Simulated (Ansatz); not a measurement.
# RuO2, response to strain

The reference is RuO₂ in the rutile structure (space group P4_2/mnm, No. 136; a = 4.480 Å, c = 3.107 Å). Axes: x, y, z lie along a, b, c of the conventional cell.

Strains are applied to the cell and any free atomic positions relax.

All numbers come from r2SCAN (Ansatz, a first-principles code), no spin-orbit coupling.

Candidates:
(a) strain tensor (xx, yy, zz, yz, xz, xy) = (−1.89, +0.27, +0.74, −0.36, +1.04, −0.38) %
(b) strain tensor (xx, yy, zz, yz, xz, xy) = (+0.08, −1.96, −0.21, −0.66, −0.11, +1.36) %
(c) isotropic strain +0.67 %
(d) uniaxial strain ε_yy = +1.33 %

Notes on the quantities. energy relative to the base: free energy F.

Order them by energy relative to the base, lowest first.

(d) uniaxial strain ε_yy = +1.33 % (+1.9 meV/atom), (c) isotropic strain +0.67 % (+3.7 meV/atom), (a) strain tensor (xx, yy, zz, yz, xz, xy) = (−1.89, +0.27, +0.74, −0.36, +1.04, −0.38) % (+4.8 meV/atom), (b) strain tensor (xx, yy, zz, yz, xz, xy) = (+0.08, −1.96, −0.21, −0.66, −0.11, +1.36) % (+11 meV/atom)

Without a gap, meshes like the base's 11×11×15 leave anisotropic stresses uncertain by several tenths of a GPa, and small strain energies with them. No phonon test of stability was made. Starting moments died away, wholly or in part, for the base; another magnetic solution may exist. No Hubbard U is applied, and correlation can decide whether such a compound is a metal. All final runs are without spin polarisation.
